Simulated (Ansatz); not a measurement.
**InN, response to strain**

Take InN in the wurtzite structure (space group P6_3mc, No. 186; a = 3.581 Å, c = 5.788 Å) as the base. Axes: x lies along a and z along c of the hexagonal cell.

Strains are applied to the cell and any free atomic positions relax; under biaxial strain the out-of-plane vector relaxes too.

Calculations: PBE/PAW in Ansatz (a program for electronic structure), without spin-orbit coupling.

Notes on the quantities. pressure: mean of the normal stresses, compression positive.

| case | volume per atom | space group | pressure |
|---|---|---|---|
| base | 16.06 Å³ | P6_3mc (No. 186) | 0.0 GPa |
| biaxial strain −4.72 %, plane normal [001], relaxed out of plane | 15.08 Å³ | P6_3mc (No. 186) | 8.6 GPa |
| biaxial strain −2.84 %, plane normal [001], relaxed out of plane | [?] | P6_3mc (No. 186) | [?] |
| biaxial strain +4.44 %, plane normal [001], relaxed out of plane | 16.93 Å³ | P6_3mc (No. 186) | -5.9 GPa |
| isotropic strain −2.93 % | 14.69 Å³ | P6_3mc (No. 186) | 13.4 GPa |
| isotropic strain +0.37 % | 16.24 Å³ | P6_3mc (No. 186) | -1.3 GPa |
| uniaxial strain ε_xx = +2.19 % | 16.42 Å³ | Cmc2_1 (No. 36) | -2.5 GPa |
| uniaxial strain ε_zz = +1.02 % | 16.23 Å³ | P6_3mc (No. 186) | -1.2 GPa |
| uniaxial strain ε_zz = +2.88 % | 16.53 Å³ | P6_3mc (No. 186) | -3.2 GPa |
| tensor shear ε_xz = −3.25 % | 16.05 Å³ | Cc (No. 9) | 0.0 GPa |

**Question.** Complete the table.

**Answer.** 
- biaxial strain −2.84 %, plane normal [001], relaxed out of plane, volume per atom: 15.48 Å³
- biaxial strain −2.84 %, plane normal [001], relaxed out of plane, pressure: 4.9 GPa

A case with no gap was solved on a k-mesh chosen for an insulator, which is coarse for it. No phonon test of stability was made. All final runs are without spin polarisation.
